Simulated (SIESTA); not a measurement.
## Si2Ni in SIESTA: the effect of Hubbard term

Crystal: Si2Ni.

```xyz
3
Lattice="0.0000 2.7030 2.7030 2.7030 0.0000 2.7030 2.7030 2.7030 0.0000" Properties=species:S:1:pos:R:3 pbc="T T T"
Ni    0.0000    0.0000    0.0000
Si    4.0545    4.0545    4.0545
Si    1.3515    1.3515    1.3515
```

Alike in all runs:

- Program: SIESTA 5.4.2
- Task: density of states
- Functional: PBE
- Potentials or basis: PseudoDojo 0.4 standard (PBE files)
- Basis: DZP (energy shift 0.003 Ry; two zetas on semicore shells)
- Grid cutoff: 800 Ry
- Energy shift: 0.003 Ry
- k mesh: 6 × 6 × 6
- Occupations: fermi-dirac, width 0.05 eV
- Spin: collinear spin, ferromagnetic start
- Starting moments: [1.0, 0.0, 0.0] μB
- Hubbard projector method: 1
- U from the first cycle: yes
- broadening (eV): 0.1 eV
- window from (eV): -15 eV
- window to (eV): 5 eV

```tsv
Hubbard term	pressure (GPa)
none	4.0
Ni d U = 2 eV	3.6
Ni d U = 4 eV	3.1
Ni d U = 6 eV	2.6
Ni d U = 8 eV	?
```

What does the run with Hubbard term Ni d U = 8 eV give?

Pressure 2.0 GPa.

Worked out: A straight line through the other rows of the pressure, of slope -0.235 GPa per eV, extrapolates to 2.1 GPa, against the run's 2.0.

Caveats: short orbitals over semicore shells can move pressures by several GPa; the basis of atomic orbitals isn't converged, which shifts pressures, moduli and gaps; the U is typed as a test and isn't derived for this compound (some runs).
